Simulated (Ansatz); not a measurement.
## Strain and the gap of CaO (h-MgO type)

CaO in the h-MgO structure, relaxed with r2SCAN in the plane-wave code Ansatz. The symmetry is P6_3/mmc (No. 194, hexagonal); conventional cell a = 3.981 Å, c = 4.770 Å, 16.37 Å³ an atom. Around Ca lie 5 O at 2.30–2.39 Å; around O lie 5 Ca at 2.30–2.39 Å.

The axes x, y and z are those of this cell:
```
Ca O
1.0
     3.98103    0.00000    0.00000
    -1.99051    3.44767    0.00000
     0.00000    0.00000    4.77012
Ca O
2 2
Direct
  0.33333 0.66667 0.25000
  0.66667 0.33333 0.75000
  0.66667 0.33333 0.25000
  0.33333 0.66667 0.75000
```

Unstrained: With PBE the gap is 3.205 eV and direct, at Γ. r2SCAN gives a direct gap of 3.632 eV at Γ. HSE06 gives a direct gap of 4.578 eV at Γ. Meshes: PBE 12×12×6, r2SCAN 12×12×6, HSE06 6×6×4. Strains are changes of length per length, and xy shears are angles. After each strain the atoms were relaxed again with r2SCAN within the symmetry that the strain leaves, so tilts or polar shifts that break it weren't tested; points keep the names that they have in the unstrained zone. These are computed values for a spin-unpolarised cell that may be hypothetical; none is a measurement.

Changes of the least gap in eV (an overlap counts as a negative gap):
```json
{"strain": "uniaxial +2.48 % along x", "volume change (%)": "+2.5", "space group": "Cmcm", "PBE": "-0.122", "r2SCAN": "-0.126", "HSE06": "-0.128", "energy rise, r2SCAN (meV/atom)": "3.8"}
{"strain": "xy shear, engineering strain (angle) +3.72 %", "volume change (%)": "0.0", "space group": "P2_1/m", "PBE": "-0.001", "r2SCAN": "0.000", "HSE06": "–", "energy rise, r2SCAN (meV/atom)": "1.0"}
```

Uniaxial +2.48 % along x, other directions held. HSE06: the gap goes from 4.578 to 4.450 eV (-0.128 eV). Stress change with r2SCAN, compression positive: xx -2.92, yy -2.17, zz -1.23 GPa.

Xy shear, engineering strain (angle) +3.72 %. r2SCAN: the gap goes from 3.632 to 3.632 eV (0.000 eV). Stress change with r2SCAN, compression positive: xx -0.11, yy +0.02, zz -0.05, xy -0.52 GPa.

The meshes of the hybrids are coarse, so their gaps aren't converged to the digits shown.
